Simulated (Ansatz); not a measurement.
# Al2Au: a Al atom hops into a vacancy

One Al atom is taken out of a 2×2×2 supercell of Al2Au. How high is the barrier for its neighbour Al12, 3.02 Å away, to move into the hole? The program relaxes both ends, then the band.

All numbers below are computed with Ansatz 0.2.0 (DFT PBE, plane waves, PAW, scalar-relativistic, no spin polarisation).

**1. The system as given**

The cell holds 23 atoms (Al15Au8): a = 8.488 Å, b = 8.488 Å, c = 8.488 Å, α = 60.00°, β = 60.00°, γ = 60.00°.

The empty site lies at (10.51, 7.51, 10.53) Å, and Al12 starts at (10.53, 7.49, 7.51) Å. All atoms were shaken by about 0.02 Å to break the symmetry.

The coordinates stand in the first input below.

**2. Nudged elastic band**

crystal.atoms is the first end and neb.final_atoms the second, which differs in Al12 alone.

File input.yaml:

```yaml
crystal:
  lattice:
    - [0.0, 6.00192, 6.00192]
    - [6.00192, 0.0, 6.00192]
    - [6.00192, 6.00192, 0.0]
  atoms:
    - { symbol: Au, position: [0.00014568, 0.00029824, -0.00172673] }
    - { symbol: Al, position: [0.12195027, 0.13094737, 0.12401551] }
    - { symbol: Al, position: [0.37449315, 0.37742815, 0.37575939] }
    - { symbol: Au, position: [-0.0047373, 0.00068169, 0.50345507] }
    - { symbol: Al, position: [0.12183784, 0.13069065, 0.62422589] }
    - { symbol: Al, position: [0.37737, 0.37372035, 0.87541612] }
    - { symbol: Au, position: [0.0013544, 0.49617979, 0.00160775] }
    - { symbol: Al, position: [0.12102148, 0.62596697, 0.12678544] }
    - { symbol: Al, position: [0.3770195, 0.87334675, 0.37454903] }
    - { symbol: Au, position: [-0.00040071, 0.5011645, 0.49557014] }
    - { symbol: Al, position: [0.12317093, 0.62948068, 0.6228028] }
    - { symbol: Al, position: [0.37191789, 0.87917137, 0.87538658] }
    - { symbol: Au, position: [0.50518335, -0.00648747, -0.00064128] }
    - { symbol: Al, position: [0.62916239, 0.1241966, 0.11728898] }
    - { symbol: Al, position: [0.87111302, 0.37446998, 0.37316256] }
    - { symbol: Au, position: [0.49948627, -0.00111685, 0.50103373] }
    - { symbol: Al, position: [0.88054453, 0.3732623, 0.86957776] }
    - { symbol: Au, position: [0.50139768, 0.49683162, 0.00027196] }
    - { symbol: Al, position: [0.62206933, 0.62296208, 0.13011637] }
    - { symbol: Al, position: [0.8747569, 0.87664029, 0.37334846] }
    - { symbol: Au, position: [0.50090168, 0.49909097, 0.5006326] }
    - { symbol: Al, position: [0.62373834, 0.62547694, 0.62271431] }
    - { symbol: Al, position: [0.87429312, 0.87480506, 0.87050433] }
kpoints:
  mp_grid: { grid: [2, 2, 2] }
magnetization:
  spin_polarized: false
scf:
  occupations: { method: fermi_dirac, width: 0.05 }
hamiltonian:
  pseudopotentials: { kind: paw }
  xc: pbe
basis:
  ecutwfc: 420
neb:
  images: 5
  relax_end_points: true
  climbing: true
  f_tol: 0.05
  max_iterations: 40
  order_check: false
  final_atoms:
    - { symbol: Au, position: [0.00014568, 0.00029824, -0.00172673] }
    - { symbol: Al, position: [0.12195027, 0.13094737, 0.12401551] }
    - { symbol: Al, position: [0.37449315, 0.37742815, 0.37575939] }
    - { symbol: Au, position: [-0.0047373, 0.00068169, 0.50345507] }
    - { symbol: Al, position: [0.12183784, 0.13069065, 0.62422589] }
    - { symbol: Al, position: [0.37737, 0.37372035, 0.87541612] }
    - { symbol: Au, position: [0.0013544, 0.49617979, 0.00160775] }
    - { symbol: Al, position: [0.12102148, 0.62596697, 0.12678544] }
    - { symbol: Al, position: [0.3770195, 0.87334675, 0.37454903] }
    - { symbol: Au, position: [-0.00040071, 0.5011645, 0.49557014] }
    - { symbol: Al, position: [0.12317093, 0.62948068, 0.6228028] }
    - { symbol: Al, position: [0.6268353, 1.12731217, 0.62427108] }
    - { symbol: Au, position: [0.50518335, -0.00648747, -0.00064128] }
    - { symbol: Al, position: [0.62916239, 0.1241966, 0.11728898] }
    - { symbol: Al, position: [0.87111302, 0.37446998, 0.37316256] }
    - { symbol: Au, position: [0.49948627, -0.00111685, 0.50103373] }
    - { symbol: Al, position: [0.88054453, 0.3732623, 0.86957776] }
    - { symbol: Au, position: [0.50139768, 0.49683162, 0.00027196] }
    - { symbol: Al, position: [0.62206933, 0.62296208, 0.13011637] }
    - { symbol: Al, position: [0.8747569, 0.87664029, 0.37334846] }
    - { symbol: Au, position: [0.50090168, 0.49909097, 0.5006326] }
    - { symbol: Al, position: [0.62373834, 0.62547694, 0.62271431] }
    - { symbol: Al, position: [0.87429312, 0.87480506, 0.87050433] }
```

The run is started by

```
ansatz run input.yaml --threads 4 --pin off --max-ram 8192MiB --backend cpu --events-out ev --progress --plain --runs-dir out
```

The program printed (excerpt; [...] marks lines left out):

```text
Warning: neb: disabling space-group detection — the band's intermediate images generally break the endpoint symmetry, so no spatial operation reduces the k-mesh or symmetrises the density, except that a semilocal band can use its path's symmetry ahead of convergence; time reversal is [...]
Warning: RAYON_NUM_THREADS=4 ignored (pool sized by the plan → 4); use --threads N
[...]
Pseudopotentials: kind: paw
Pseudopotential: Au, paw, valence charge 19, recommended cutoff 420 eV (normal), Au.paw.azcp
Pseudopotential: Al, paw, valence charge 3, recommended cutoff 420 eV (normal), Al.paw.azcp
Functional definition: PBE
[...]
parallel-image band execution: 4 concurrent image workers
NEB image 0
Crystal: 23 atoms, lattice volume = 432.415 Å³
Basis set: ecut = 420 eV, 8393 PW (Γ), exchange–correlation on 120×120×120 points (8 copies of the dense FFT grid, shifted against one another)
Bands: 122, of which v1, the nominal top of the filled ones, is band 99 counted from 1 (98 counted from 0)
Symmetry: 1 space group operations
k-points: 8
[...]
SCF iter   1: F=—  HF=-113266.230751 eV  |F-HF|=—  |Δ(HF+E_count)|=         —  Δρ=2.57e-3  dr2=9.46e-2  ethr=1.77e-3  ⟨swp⟩=6.5  Hψ=4003  notcnv=0  defer=33
[...]
NSCF: frozen V_eff on 8 k-points
NEB image 6
[...]
NSCF: frozen V_eff on 8 k-points
NEB end point (image 0): max|allowed force component| = 5.531e-1 eV/Å (the criterion of neb.relax_end_points is 1.000e-2)
NEB end point (image 6): max|allowed force component| = 7.473e-1 eV/Å (the criterion of neb.relax_end_points is 1.000e-2)
NEB image 0, for its relaxation
[...]
NEB image 0, for its relaxation
[...]
SCF iter   5: F=—  HF=-113266.428442 eV  |F-HF|=—  |Δ(HF+E_count)|=   4.85e-5  Δρ=5.27e-5  dr2=1.49e-5  ethr=1.54e-7  ⟨swp⟩=2.0  Hψ=1617  notcnv=0  defer=100
```

**3. The output, continued**

Output, continued (excerpt; [...] marks lines left out):

```text
SCF iter   6: F=—  HF=-113266.428818 eV  |F-HF|=—  |Δ(HF+E_count)|=   3.77e-4  Δρ=1.63e-5  dr2=2.05e-6  ethr=7.54e-9  ⟨swp⟩=2.0  Hψ=1459  notcnv=0  defer=103
[...]
NEB image 0, for its relaxation
[...]
NEB image 0, for its relaxation
[...]
NEB image 0
[...]
NSCF: frozen V_eff on 8 k-points
NEB end point (image 0): relaxed in 22 SCF iterations, 0.216484 eV lower, largest move of an atom 0.103 Å; not tested for a saddle point
NEB image 6, for its relaxation
[...]
NEB image 6, for its relaxation
[...]
NEB image 6, for its relaxation
[...]
NEB image 6, for its relaxation
[...]
NEB image 6
[...]
NSCF: frozen V_eff on 8 k-points
NEB end point (image 6): relaxed in 23 SCF iterations, 0.311095 eV lower, largest move of an atom 0.138 Å; not tested for a saddle point
NEB image 1
[...]
NEB image 2
[...]
SCF iter   2: F=—  HF=-113265.101650 eV  |F-HF|=—  |Δ(HF+E_count)|=   4.03e-3  Δρ=1.18e-3  dr2=9.29e-3  ethr=2.74e-5  ⟨swp⟩=2.1  Hψ=1624  notcnv=0  defer=76
```

**4. The log goes on**

The log, continued (excerpt; [...] marks lines left out):

```text
SCF iter   3: F=—  HF=-113265.101608 eV  |F-HF|=—  |Δ(HF+E_count)|=   4.21e-5  Δρ=4.59e-4  dr2=1.24e-3  ethr=4.72e-6  ⟨swp⟩=2.8  Hψ=1441  notcnv=0  defer=76
[...]
NEB image 3
[...]
NEB image 4
[...]
NEB image 5
[...]
SCF iter   8: F=-113265.997202 eV  HF=-113265.997202 eV  |F-HF|=5.47e-9  |Δ(HF+E_count)|=   9.21e-8  Δρ=2.07e-6  dr2=2.96e-8  ethr=5.08e-11  ⟨swp⟩=4.0  Hψ=3112  notcnv=0
[...]
NEB iter   1: max|band force component| = 2.828e0 eV/Å  barrier→ = 1.8052 eV  barrier← = 1.8052 eV  Δτ_max = 0.1761 Å  (63 SCF iters)
[...]
NEB iter   4: max|band force component| = 5.381e-2 eV/Å  barrier→ = 0.8655 eV  barrier← = 0.8655 eV  CI = image 3  Δτ_max = 0.0049 Å  (36 SCF iters)
[...]
NEB iter   5: max|band force component| = 5.758e-3 eV/Å  barrier→ = 0.8643 eV  barrier← = 0.8643 eV  CI = image 3  Δτ_max = 0.0000 Å  (28 SCF iters)
SCF converged after 6 iterations
[...]
    - { symbol: Au, position: [0.49979260418685567, 0.00014347557969848768, 0.03255481225271997] }
    - { symbol: Al, position: [0.645093371752375, 0.14544307251026672, 0.10384316875210192] }
    - { symbol: Al, position: [0.8680785145595115, 0.36842779717130447, 0.3808582381339999] }
    - { symbol: Au, position: [0.4997936051363707, 0.0001425405172704175, 0.46573201634969696] }
    - { symbol: Al, position: [0.881902841558245, 0.3822521076247498, 0.8670339464229433] }
    - { symbol: Au, position: [0.5036944645987325, 0.5152582948430287, -0.01036502071428258] }
    - { symbol: Al, position: [0.6244266742881528, 0.625072754160293, 0.12873583586131154] }
    - { symbol: Al, position: [0.8748638052499641, 0.8755087564715859, 0.36955088509134615] }
    - { symbol: Au, position: [0.4958920072224613, 0.48502758406403157, 0.5086515956767304] }
    - { symbol: Al, position: [0.6244272850830451, 0.6250720353331459, 0.6199874161635097] }
    - { symbol: Al, position: [0.8748632245065103, 0.8755091620306382, 0.8782993327175732] }
```

Wall time 3.9 min (4 threads of Arm Neoverse V2, shared host); peak memory 2.8 GiB.

**5. What the band shows**

The 5 inner images lie between the fixed ends 0 and 6. Energy is taken from image 0, and the path length is the program's own coordinate along the band.

| image | path (Å) | energy (eV) | Al12 x y z (Å) | band force (eV/Å) |
| --- | --- | --- | --- | --- |
| 0 | 0.000 | 0.0000 | 10.50 7.50 7.60 | - |
| 1 | 0.533 | 0.1623 | 10.50 7.50 7.97 | 0.002 |
| 2 | 1.066 | 0.6134 | 10.50 7.50 8.47 | 0.004 |
| 3* | 1.599 | 0.8643 | 10.50 7.50 9.00 | 0.006 |
| 4 | 2.132 | 0.6134 | 10.50 7.50 9.53 | 0.004 |
| 5 | 2.665 | 0.1622 | 10.50 7.50 10.03 | 0.002 |
| 6 | 3.198 | 0.0000 | 10.50 7.50 10.40 | - |

The star marks the climbing image.

image, energy (eV) and a bar:
```
        0      0.000 
        1      0.162 ######
        2      0.613 #####################
        3      0.864 ##############################
        4      0.613 #####################
        5      0.162 ######
        6      0.000
```

How the highest energy settled:

| iteration | highest image above image 0 (eV) | largest band force (eV/Å) |
| --- | --- | --- |
| 1 | 1.8052 | 2.828 |
| 2 | 0.9536 | 0.516 |
| 3 | 0.8765 | 0.159 |
| 4 | 0.8655 | 0.054 |
| 5 | 0.8643 | 0.006 |

The band as a trajectory file:

```xyz
23
Lattice="0.000 6.002 6.002 6.002 0.000 6.002 6.002 6.002 0.000" Properties=species:S:1:pos:R:3 pbc="T T T" image=0 dE=0.0000
Au   -0.010   -0.001   -0.007
Al    1.497    1.486    1.500
Al    4.498    4.595    4.501
Au    2.979    3.012    0.017
Al    4.506    4.495    1.500
Al    7.398    7.495    4.501
Au    3.003   -0.001    3.006
Al    4.498    1.494    4.501
Al    7.499    4.494    7.502
Au    5.992    2.988    3.006
Al    7.499    4.495    4.493
Al   10.499    7.496    7.602
Au    0.014    3.012    2.982
Al    1.497    4.495    4.509
Al    4.498    7.495    7.401
Au    2.979    5.977    2.982
Al    7.498   10.496    7.502
Au    3.003    2.988    5.995
Al    4.489    4.495    7.502
Al    7.599    7.495   10.503
Au    6.016    5.977    6.019
Al    7.499    7.503    7.502
Al   10.499   10.396   10.503
23
Lattice="0.000 6.002 6.002 6.002 0.000 6.002 6.002 6.002 0.000" Properties=species:S:1:pos:R:3 pbc="T T T" image=1 dE=0.1623
Au   -0.049    0.038    0.094
Al    1.515    1.530    1.503
Al    4.479    4.522    4.502
Au    2.989    3.002   -0.065
Al    4.461    4.476    1.503
Al    7.471    7.514    4.502
Au    3.029    0.025    2.985
Al    4.497    1.494    4.541
Al    7.498    4.495    7.395
Au    5.966    2.962    2.985
Al    7.498    4.495    4.426
Al   10.499    7.496    7.971
Au    0.103    3.102    3.032
Al    1.496    4.495    4.665
Al    4.497    7.496    7.356
Au    2.889    5.888    3.032
Al    7.498   10.497    7.546
Au    3.042    2.949    6.096
Al    4.534    4.513    7.505
Al    7.526    7.478   10.504
Au    6.006    5.987    5.937
Al    7.480    7.459    7.505
Al   10.517   10.469   10.504
23
Lattice="0.000 6.002 6.002 6.002 0.000 6.002 6.002 6.002 0.000" Properties=species:S:1:pos:R:3 pbc="T T T" image=2 dE=0.6134
Au   -0.053    0.042    0.120
Al    1.522    1.531    1.498
Al    4.474    4.486    4.501
Au    3.011    2.980   -0.099
Al    4.461    4.469    1.498
Al    7.507    7.519    4.501
Au    3.034    0.030    2.989
Al    4.497    1.494    4.560
Al    7.498    4.495    7.304
Au    5.961    2.957    2.989
Al    7.498    4.495    4.413
Al   10.499    7.496    8.472
Au    0.170    3.169    3.029
Al    1.496    4.495    4.734
Al    4.497    7.496    7.386
Au    2.822    5.821    3.029
Al    7.498   10.497    7.572
Au    3.046    2.945    6.122
Al    4.534    4.520    7.500
Al    7.489    7.472   10.503
Au    5.983    6.010    5.903
Al    7.473    7.459    7.500
Al   10.523   10.506   10.503
23
Lattice="0.000 6.002 6.002 6.002 0.000 6.002 6.002 6.002 0.000" Properties=species:S:1:pos:R:3 pbc="T T T" image=3 dE=0.8643
Au   -0.038    0.027    0.114
Al    1.522    1.521    1.497
Al    4.470    4.470    4.504
Au    3.030    2.961   -0.115
Al    4.470    4.470    1.497
Al    7.523    7.523    4.504
Au    3.035    0.032    3.001
Al    4.497    1.494    4.582
Al    7.498    4.495    7.258
Au    5.959    2.956    3.001
Al    7.498    4.495    4.416
Al   10.499    7.496    9.002
Au    0.196    3.195    3.001
Al    1.496    4.495    4.745
Al    4.497    7.496    7.421
Au    2.796    5.795    3.001
Al    7.498   10.497    7.587
Au    3.030    2.961    6.116
Al    4.524    4.520    7.499
Al    7.473    7.469   10.506
Au    5.964    6.029    5.887
Al    7.473    7.469    7.499
Al   10.526   10.522   10.506
23
Lattice="0.000 6.002 6.002 6.002 0.000 6.002 6.002 6.002 0.000" Properties=species:S:1:pos:R:3 pbc="T T T" image=4 dE=0.6134
Au   -0.019    0.008    0.099
Al    1.505    1.518    1.500
Al    4.460    4.470    4.503
Au    3.046    2.946   -0.121
Al    4.473    4.486    1.500
Al    7.523    7.533    4.503
Au    3.034    0.031    3.012
Al    4.497    1.494    4.617
Al    7.498    4.495    7.269
Au    5.960    2.958    3.012
Al    7.498    4.495    4.431
Al   10.499    7.496    9.534
Au    0.170    3.169    2.972
Al    1.496    4.495    4.699
Al    4.497    7.496    7.443
Au    2.822    5.821    2.972
Al    7.498   10.497    7.590
Au    3.011    2.980    6.101
Al    4.521    4.504    7.502
Al    7.473    7.460   10.505
Au    5.949    6.045    5.881
Al    7.489    7.473    7.502
Al   10.536   10.523   10.505
23
Lattice="0.000 6.002 6.002 6.002 0.000 6.002 6.002 6.002 0.000" Properties=species:S:1:pos:R:3 pbc="T T T" image=5 dE=0.1622
Au    0.003   -0.014    0.064
Al    1.469    1.512    1.500
Al    4.460    4.477    4.498
Au    3.041    2.950   -0.095
Al    4.479    4.523    1.500
Al    7.516    7.533    4.498
Au    3.028    0.026    3.016
Al    4.497    1.494    4.647
Al    7.498    4.495    7.339
Au    5.965    2.963    3.016
Al    7.498    4.495    4.457
Al   10.499    7.496   10.034
Au    0.103    3.102    2.970
Al    1.496    4.495    4.608
Al    4.497    7.496    7.462
Au    2.889    5.888    2.970
Al    7.498   10.497    7.577
Au    2.988    3.003    6.066
Al    4.515    4.468    7.501
Al    7.480    7.460   10.500
Au    5.953    6.041    5.907
Al    7.525    7.478    7.501
Al   10.535   10.516   10.500
23
Lattice="0.000 6.002 6.002 6.002 0.000 6.002 6.002 6.002 0.000" Properties=species:S:1:pos:R:3 pbc="T T T" image=6 dE=0.0000
Au    0.013   -0.024   -0.018
Al    1.395    1.495    1.500
Al    4.505    4.496    4.501
Au    3.002    2.989    0.006
Al    4.497    4.596    1.500
Al    7.498    7.489    4.502
Au    3.002    0.000    2.995
Al    4.497    1.495    4.602
Al    7.498    4.496    7.494
Au    5.991    2.989    2.995
Al    7.498    4.496    4.501
Al   10.499    7.497   10.403
Au    0.013    3.013    3.019
Al    1.496    4.496    4.501
Al    4.497    7.497    7.502
Au    2.978    5.978    3.019
Al    7.498   10.497    7.511
Au    2.978    3.013    5.984
Al    4.497    4.395    7.502
Al    7.498    7.504   10.503
Au    5.991    6.002    6.008
Al    7.599    7.497    7.502
Al   10.490   10.497   10.503
```

**6. Summary of results**

```
                    quantity                                                                   value
      relaxation of the ends  0.216 eV lower, moves up to 0.10 Å; 0.311 eV lower, moves up to 0.14 Å
            barrier forwards                                                                0.864 eV
           barrier backwards                                                                0.864 eV
second end relative to first                                                                0.000 eV
               highest image                                                   3 of 0 to 6, climbing
             band iterations                                                                       5
```

**Reading.** The top lies 0.86 eV above the first end, or 33 kT at room temperature; with a typical attempt rate of 10^13 per second that is roughly 10^-2 events a second. Both ends agree in energy to 1 meV. The input switches the test of curvatures off, so the top was not shown to be a first-order saddle. In 23 atoms the vacancy feels its images, and neither cell size nor mesh was tested. The k-mesh is coarse.
